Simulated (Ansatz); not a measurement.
Runs of Ansatz 0.2.0 on BeTe. It takes space group F-43m (No. 216, cubic). Conventional cell: a = 5.540 Å, b = 5.540 Å, c = 5.540 Å, α = 90.00°, β = 90.00°, γ = 90.00°. Te (site symmetry -43m) is surrounded by 4 Be at 2.40 Å. Around Be (site symmetry -43m) lie 4 Te at 2.40 Å. 

| task | potentials or basis | spin | cell | k mesh | cutoff (eV) | gap on the mesh (eV) | pressure (GPa) |
| --- | --- | --- | --- | --- | --- | --- | --- |
| band structure | all-electron LAPW, relativistic spinors | SOC, no magnetisation | as given | 6 × 6 × 6 | 227 | 1.45 | 2.3 |
| relaxation of cell and atoms | all-electron LAPW, scalar-relativistic | off | relaxed to 5 GPa | 8 × 8 × 8 | - | (a) | 5.0 |
| relaxation of cell and atoms | all-electron LAPW, scalar-relativistic | off | relaxed | 8 × 8 × 8 | - | 1.84 | 0.0 |
| relaxation of cell and atoms | all-electron LAPW, scalar-relativistic | off | relaxed to 20 GPa | 8 × 8 × 8 | - | (b) | 20.0 |
| band structure | all-electron LAPW, scalar-relativistic | off | as given | 6 × 6 × 6 | 227 | 1.75 | 2.3 |
| relaxation of cell and atoms | all-electron LAPW, scalar-relativistic | off | relaxed to 10 GPa | 8 × 8 × 8 | - | 1.49 | 10.0 |
| relaxation of cell and atoms | all-electron LAPW, scalar-relativistic | off | relaxed to 30 GPa | 8 × 8 × 8 | - | 0.98 | 30.0 |

Alike in all rows: level PBEsol; smearing fermi-dirac 0.05 eV; basis error allowed 0.001 eV/atom.

Q: Fill in the values left out.

A: (a) 1.65; (b) 1.21.

Caveats: spin-orbit coupling is left out, which moves the levels of the heavy elements (some runs).

A k mesh can miss the band edges, and rows without SOC leave out spin-orbit coupling on Te.
